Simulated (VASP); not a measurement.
# Si2Ni (Fm-3m) in VASP: further runs

The runs below take Si2Ni through relaxation of cell and atoms, electrostatic potential, with r2SCAN+rVV10.

All numbers are computed with VASP 6.6.1; they aren't measurements. Logs are shortened: lines on timing, memory, paths and dates and some standing lists are left out, and cuts for length are marked.

### Step 1. Starting point

The structure is cubic, space group Fm-3m (No. 225). Conventional cell: a = 5.390 Å, b = 5.390 Å, c = 5.390 Å, α = 90.00°, β = 90.00°, γ = 90.00°. Around Ni (site symmetry m-3m) lie 8 Si at 2.33 Å. Around Si (site symmetry -43m) lie 4 Ni at 2.33 Å.

The cell was built by a generator and needn't be a form met in nature.

### Step 2. Relaxation of cell and atoms, r2SCAN+rVV10

INCAR

```
PREC = Accurate ; ENCUT = 600
EDIFF = 1E-6 ; ISMEAR = 1
SIGMA = 0.1 ; LREAL = F
LASPH = T ; NELM = 120
ALGO = Normal ; ISIF = 3
LWAVE = F ; LCHARG = F
METAGGA = R2SCAN ; LMIXTAU = T
LUSE_VDW = T ; IVDW_NL = 2
BPARAM = 11.95 ; CPARAM = 0.0093
IBRION = 2 ; NSW = 40
EDIFFG = -0.005
```

KPOINTS

```
regular mesh
0
Gamma
  14 14 14
```

POSCAR

```
Si2Ni
1.0
    0.0000000000      2.6950000000      2.6950000000
    2.6950000000      0.0000000000      2.6950000000
    2.6950000000      2.6950000000      0.0000000000
Ni Si
1 2
Direct
    0.0000000000      0.0000000000      0.0000000000
    0.2500000000      0.2500000000      0.2500000000
    0.7500000000      0.7500000000      0.7500000000
```

Potentials or basis: VASP PAW PBE potentials, release 64 (Ni, Si).

On the command line:

```bash
$ cat potpaw_PBE.64/Ni/POTCAR potpaw_PBE.64/Si/POTCAR > POTCAR
$ mpirun -np 1 vasp_std > vasp.out
```

OUTCAR:

```text
PREC = Accurate
   ENCUT = 600
   EDIFF = 1E-6
   ISMEAR = 1
   LREAL = F
   LASPH = T
   NELM = 120
   ISIF = 3
   METAGGA = R2SCAN
   IVDW_NL = 2
   BPARAM = 11.95
   IBRION = 2
   NSW = 40
   EDIFFG = -0.005

 ion  position               nearest neighbor table
   1  0.000  0.000  0.000-   3 2.33   3 2.33   3 2.33   2 2.33   2 2.33   2 2.33   3 2.33   2 2.33

   2  0.250  0.250  0.250-   1 2.33   1 2.33   1 2.33   1 2.33   3 2.69   3 2.69   3 2.69   3 2.69
                             3 2.69   3 2.69
   3  0.750  0.750  0.750-   1 2.33   1 2.33   1 2.33   1 2.33   2 2.69   2 2.69   2 2.69   2 2.69
                             2 2.69   2 2.69

  LATTYP: Found a face centered cubic cell.
 ALAT       =     5.3900000000

  Lattice vectors:

 A1 = (   0.0000000000,   2.6950000000,   2.6950000000)
 A2 = (   2.6950000000,   0.0000000000,   2.6950000000)
 A3 = (   2.6950000000,   2.6950000000,   0.0000000000)

Analysis of symmetry for initial positions (statically):
=====================================================================
 Subroutine PRICEL returns:
 Original cell was already a primitive cell.

 Routine SETGRP: Setting up the symmetry group for a
 face centered cubic supercell.

 Subroutine GETGRP returns: Found 48 space group operations
 (whereof 48 operations were pure point group operations)
 out of a pool of 48 trial point group operations.

The static configuration has the point symmetry O_h .

Analysis of symmetry for dynamics (positions and initial velocities):
=====================================================================
 Subroutine PRICEL returns:
 Original cell was already a primitive cell.

 Routine SETGRP: Setting up the symmetry group for a
 face centered cubic supercell.

 Subroutine GETGRP returns: Found 48 space group operations
 (whereof 48 operations were pure point group operations)
 out of a pool of 48 trial point group operations.

The dynamic configuration has the point symmetry O_h .

 Subroutine INISYM returns: Found 48 space group operations
 (whereof 48 operations are pure point group operations),
 and found     1 'primitive' translations

----------------------------------------------------------------------------------------

                                     Primitive cell

  volume of cell :      39.1477

  direct lattice vectors                    reciprocal lattice vectors
     0.000000000  2.695000000  2.695000000    -0.185528757  0.185528757  0.185528757
     2.695000000  0.000000000  2.695000000     0.185528757 -0.185528757  0.185528757
     2.695000000  2.695000000  0.000000000     0.185528757  0.185528757 -0.185528757

  length of vectors
     3.811305551  3.811305551  3.811305551     0.321345233  0.321345233  0.321345233

  position of ions in fractional coordinates (direct lattice)
     0.000000000  0.000000000  0.000000000
     0.250000000  0.250000000  0.250000000
     0.750000000  0.750000000  0.750000000

  ion indices of the primitive-cell ions
   primitive index   ion index
                 1           1
                 2           2
                 3           3

----------------------------------------------------------------------------------------

 KPOINTS: regular mesh

Automatic generation of k-mesh.
 Grid dimensions read from file:
 generate k-points for:   14   14   14

 Generating k-lattice:

  Cartesian coordinates                     Fractional coordinates (reciprocal lattice)
    -0.013252054  0.013252054  0.013252054     0.071428571  0.000000000  0.000000000
     0.013252054 -0.013252054  0.013252054     0.000000000  0.071428571  0.000000000
     0.013252054  0.013252054 -0.013252054     0.000000000  0.000000000  0.071428571

  Length of vectors
     0.022953231  0.022953231  0.022953231

  Shift w.r.t. Gamma in fractional coordinates (k-lattice)
     0.000000000  0.000000000  0.000000000

 Subroutine IBZKPT returns following result:
 ===========================================

 Found    104 irreducible k-points:

 Following reciprocal coordinates:
            Coordinates               Weight
  0.000000  0.000000  0.000000      1.000000
  0.071429  0.000000  0.000000      8.000000
  0.142857  0.000000  0.000000      8.000000
  0.214286  0.000000  0.000000      8.000000
  0.285714  0.000000  0.000000      8.000000
  0.357143  0.000000  0.000000      8.000000
[... 16 lines left out ...]
  0.214286  0.142857  0.000000     24.000000
  0.285714  0.142857  0.000000     24.000000
 [... further k-points ...]
   k-points           NKPTS =    104   k-points in BZ     NKDIM =    104   number of bands    NBANDS=     13
   number of dos      NEDOS =    301   number of ions     NIONS =      3
   total plane-waves  NPLWV =  27000
   dimension x,y,z NGX =    30 NGY =   30 NGZ =   30
   dimension x,y,z NGXF=    60 NGYF=   60 NGZF=   60
   ions per type =               1   2
   NGX,Y,Z   is equivalent  to a cutoff of  13.09, 13.09, 13.09 a.u.
   NGXF,Y,Z  is equivalent  to a cutoff of  26.17, 26.17, 26.17 a.u.
 SYSTEM =  unknown system
   PREC   = accura    normal or accurate (medium, high low for compatibility)
   ISTART =      0    job   : 0-new  1-cont  2-samecut
   ICHARG =      2    charge: 1-file 2-atom 10-const
   ISPIN  =      1    spin polarized calculation?
   LNONCOLLINEAR =      F non collinear calculations
   LSORBIT =      F    spin-orbit coupling
   LASPH  =      T    aspherical Exc in radial PAW
   ENCUT  =  600.0 eV  44.10 Ry    6.64 a.u.   7.61  7.61  7.61*2*pi/ulx,y,z
   NELM   =    120;   NELMIN=  2; NELMDL= -5     # of ELM steps
   EDIFF  = 0.1E-05   stopping-criterion for ELM
   LREAL  =      F    real-space projection
   EDIFFG = -.5E-02   stopping-criterion for IOM
   NSW    =     40    number of steps for IOM
   IBRION =      2    ionic relax: 0-MD 1-quasi-New 2-CG
   NFREE  =      1    steps in history (QN), initial steepest desc. (CG)
   ISIF   =      3    stress and relaxation
   ISYM   =      2    0-nonsym 1-usesym 2-fastsym
   POTIM  = 0.5000    time-step for ionic-motion
   TEBEG  =    0.0;   TEEND  =   0.0 temperature during run
   PSTRESS=    0.0 pullay stress
   NELECT =      18.0000    total number of electrons
   NUPDOWN=      -1.0000    fix difference up-down
   EMIN   =  10.00;   EMAX   =-10.00  energy-range for DOS
   EFERMI =   0.00;   METHOD = LEGACY
   ISMEAR =     1;   SIGMA  =   0.10  broadening in eV -4-tet -1-fermi 0-gaus
   EFERMI_NEDOS =   21; number of points for ismear=-14 and -15
   IALGO  =     38    algorithm
   IMIX   =      4    mixing-type and parameters
     AMIX     =   0.40;   BMIX     =  1.00
     AMIX_MAG =   1.60;   BMIX_MAG =  1.00
  volume/ion in A,a.u.               =      13.05        88.06
  Fermi-wavevector in a.u.,A,eV,Ry     =   1.263563  2.387788 21.722945  1.596591
  Thomas-Fermi vector in A             =   2.396913
   LORBIT       =      0    0 simple, 1 ext, 2 COOP (PROOUT), +10 PAW based schemes
   METAGGA = R2SCAN    functional components
   LHFCALC =     F    Hartree Fock is set to
   AEXX    =    0.0000 exact exchange contribution
   IVDW_NL    =     2    kernel type
   BPARAM     =11.9500
   IVDW    =     0    specifies the selected vdW correction
   LEPSILON=     F    determine dielectric tensor
   LRPA    =     F    only Hartree local field effects (RPA)
 conjugate gradient relaxation of ions
 non-spin polarized calculation
 Methfessel and Paxton  Order N= 1 SIGMA  =   0.10
  energy-cutoff  :      600.00
  volume of cell :       39.15
 maximum number of plane-waves:      1326
   NGX = 15   NGY = 15   NGZ = 15

--------------------------------------- Ionic step        1  -------------------------------------------

 number of electron      17.9999991 magnetization

 Free energy of the ion-electron system (eV)
  ---------------------------------------------------
  ext. energy  EPLUGINS =         0.00000000
  ---------------------------------------------------
  free energy    TOTEN  =       -30.19096166 eV

  energy without entropy =      -30.19118336  energy(sigma->0) =      -30.19103556

------------------------ aborting loop because EDIFF is reached ----------------------------------------

  FORCE on cell =-STRESS in cart. coord.  units (eV):
  Direction    XX          YY          ZZ          XY          YZ          ZX
  --------------------------------------------------------------------------------------
  -------------------------------------------------------------------------------------
  Total       -0.3164305     -0.3164305     -0.3164305     -0.0000000     -0.0000000     -0.0000000
  in kB      -12.9503847    -12.9503847    -12.9503847     -0.0000000     -0.0000000     -0.0000000
  external PRESSURE =     -12.9503847 kB  Pullay stress =       0.0000000 kB
[... 59 lines left out ...]
  energy  without entropy=      -30.1912640151  energy(sigma->0) =      -30.19118095

--------------------------------------- Ionic step        3  -------------------------------------------

 number of electron      17.9999993 magnetization

 Free energy of the ion-electron system (eV)
  ---------------------------------------------------
  ext. energy  EPLUGINS =         0.00000000
  ---------------------------------------------------
  free energy    TOTEN  =       -30.19217645 eV

  energy without entropy =      -30.19230703  energy(sigma->0) =      -30.19221997

 E-fermi :  10.7723     XC(G=0): -12.4753

 val. band max:       10.7632312432   @ k =   0.1429   0.0714   0.0000
 cond. band min:      10.8186843519   @ k =   0.2857   0.1429   0.0714
 fundamental gap:      0.0554531087
 Fermi energy:        10.7722916266

 k-point     1 :       0.0000    0.0000    0.0000
  band No.  band energies     occupation
      1      -4.0886      2.00000
      2       5.0869      2.00000
      3       5.0869      2.00000
      4       5.0869      2.00000
      5       6.8564      2.00000
      6       6.8564      2.00000
      7      10.8967     -0.07080
      8      12.4589     -0.00000
      9      12.4589     -0.00000
     10      12.4589     -0.00000
     11      12.9721      0.00000
     12      12.9721      0.00000
     13      12.9721      0.00000
[... 353 lines left out ...]
 k-point    24 :       0.2857    0.1429    0.0000
  band No.  band energies     occupation
      1      -2.9185      2.00000
      2       3.5183      2.00000
      3       5.2502      2.00000
      4       5.3083      2.00000
      5       6.3001      2.00000
      6       7.0023      2.00000
      7       8.0636      2.00000
      8       9.2114      2.00000
      9       9.8483      2.00000
     10      11.2342     -0.00000
     11      13.8753      0.00000
     12      14.6207      0.00000
     13      15.0222      0.00000

 [... further k-points ...]
[... 5 lines left out ...]
  --------------------------------------------------------------------------------------
  -------------------------------------------------------------------------------------
  Total        0.0050957      0.0050957      0.0050957      0.0000000      0.0000000      0.0000000
  in kB        0.2102034      0.2102034      0.2102034      0.0000000      0.0000000      0.0000000
  external PRESSURE =       0.2102034 kB  Pullay stress =       0.0000000 kB
[... 18 lines left out ...]
  FREE ENERGIE OF THE ION-ELECTRON SYSTEM (eV)
  ---------------------------------------------------
  free  energy   TOTEN  =       -30.1921764462 eV

  energy  without entropy=      -30.1923070312  energy(sigma->0) =      -30.19221997

 reached required accuracy - stopping structural energy minimisation
```

Wall time 9.1 min (1 thread of Intel Xeon Platinum 8488C (Sapphire Rapids), shared host); peak memory 0.32 GiB.

What came out:

```
Free energy                            : -30.1922 eV
Relaxed volume                         : 12.95 Å³/atom
Relaxed cell                           : a = 3.801 Å, b = 3.801 Å, c = 3.801 Å, α = 60.00°, β = 60.00°, γ = 60.00°
Space group after relaxing (to 0.05 Å) : Fm-3m (No. 225)
Energy gained by relaxing              : 0.4 meV/atom
Ionic steps                            : 3
Pressure after relaxing                : 0.0 GPa
Band gap on the k mesh                 : none (metal or under the smearing width)
```

The path:
```tsv
step	energy change (eV)	largest force (eV/Å)	pressure (GPa)	volume (Å³)
1	0.0000	0.0000	-1.30	39.15
2	-0.0002	0.0000	1.19	38.55
3	-0.0012	0.0000	0.02	38.84
```

Final structure:
```cif
data_structure
_symmetry_space_group_name_H-M 'P 1'
_symmetry_Int_Tables_number 1
_cell_length_a 3.8013
_cell_length_b 3.8013
_cell_length_c 3.8013
_cell_angle_alpha 60.000
_cell_angle_beta 60.000
_cell_angle_gamma 60.000
_cell_volume 38.84
loop_
_atom_site_label
_atom_site_type_symbol
_atom_site_fract_x
_atom_site_fract_y
_atom_site_fract_z
_atom_site_occupancy
Ni1 Ni 0.00000 0.00000 0.00000 1
Si1 Si 0.25000 0.25000 0.25000 1
Si2 Si 0.75000 0.75000 0.75000 1
```

Levels at points of the mesh, in eV from the Fermi level:
```tsv
k point	band 7	band 8	band 9	band 10	band 11	band 12
(0.00, 0.00, 0.00)	0.12	1.69	1.69	1.69	2.20	2.20
(0.50, 0.00, 0.00)	-3.69	-1.75	-1.75	1.78	1.78	2.07
(0.50, 0.50, 0.00)	-3.93	-3.82	-3.48	-0.43	1.40	7.97
```

Caveat: the PAW data sets were made with another functional, which shifts forces and pressure a little.

### Step 3. Electrostatic potential, r2SCAN+rVV10

This run uses another cell than the first one, of 12.95 Å³/atom, 0.992 times its volume.

INCAR

```
SYSTEM = Si2Ni
PREC     = Accurate       ! precision mode
ENCUT    = 520            ! plane-wave cutoff, eV
EDIFF    = 1E-6           ! SCF threshold, eV
ISMEAR   = 1              ! smearing method
SIGMA    = 0.1            ! smearing width, eV
LREAL    = .False.        ! projectors in reciprocal space
LASPH    = .True.         ! aspherical terms in the spheres
NELM     = 150            ! most SCF steps
ALGO     = Normal         ! electronic algorithm
ISIF     = 2              ! what is computed and relaxed
LWAVE    = .False.        ! write WAVECAR
LCHARG   = .True.         ! write CHGCAR
METAGGA  = R2SCAN         ! meta-GGA
LMIXTAU  = .True.       
LUSE_VDW = .True.       
IVDW_NL  = 2            
BPARAM   = 11.95        
CPARAM   = 0.0093       
LVHAR    = .True.
```

KPOINTS

```
Automatic mesh
0
Gamma
  14 14 14
  0 0 0
```

POSCAR

```
Si2Ni                                   
1.0
   -0.0000000000      2.6879131832      2.6879131832
    2.6879131832     -0.0000000000      2.6879131832
    2.6879131832      2.6879131832     -0.0000000000
  Ni              Si            
     1     2
Direct
     0.0000000000000000    0.0000000000000000    0.0000000000000000
     0.2500000000000000    0.2500000000000000    0.2500000000000000
     0.7500000000000000    0.7500000000000000    0.7500000000000000
```

Potentials or basis: VASP PAW PBE potentials, release 64 (Ni, Si).

On the command line:

```bash
$ cat potpaw_PBE.64/Ni/POTCAR potpaw_PBE.64/Si/POTCAR > POTCAR
$ mpirun -np 1 vasp_std > vasp.out
```

Wall time 3.2 min (1 thread of Intel Xeon Platinum 8488C (Sapphire Rapids), shared host); peak memory 0.3 GiB.

It converged, with:

* Free energy: -30.1921 eV
* Pressure: 0.0 GPa
* Band gap on the k mesh: none (metal or under the smearing width)

Levels at points of the mesh, in eV from the Fermi level:
| k point | band 5 | band 6 | band 7 | band 8 | band 9 | band 10 | band 11 | band 12 | band 13 |
| --- | --- | --- | --- | --- | --- | --- | --- | --- | --- |
| (0.00, 0.00, 0.00) | -3.92 | -3.92 | 0.12 | 1.69 | 1.69 | 1.69 | 2.20 | 2.20 | 2.20 |
| (0.50, 0.00, 0.00) | -4.05 | -3.69 | -3.69 | -1.75 | -1.75 | 1.78 | 1.78 | 2.07 | 2.91 |
| (0.50, 0.50, 0.00) | -5.04 | -3.93 | -3.93 | -3.82 | -3.48 | -0.43 | 1.40 | 7.97 | 8.94 |

Caveat: the PAW data sets were made with another functional, which shifts forces and pressure a little. Spin polarisation is off, so any magnetic state and its effect on volume and gap are missing.
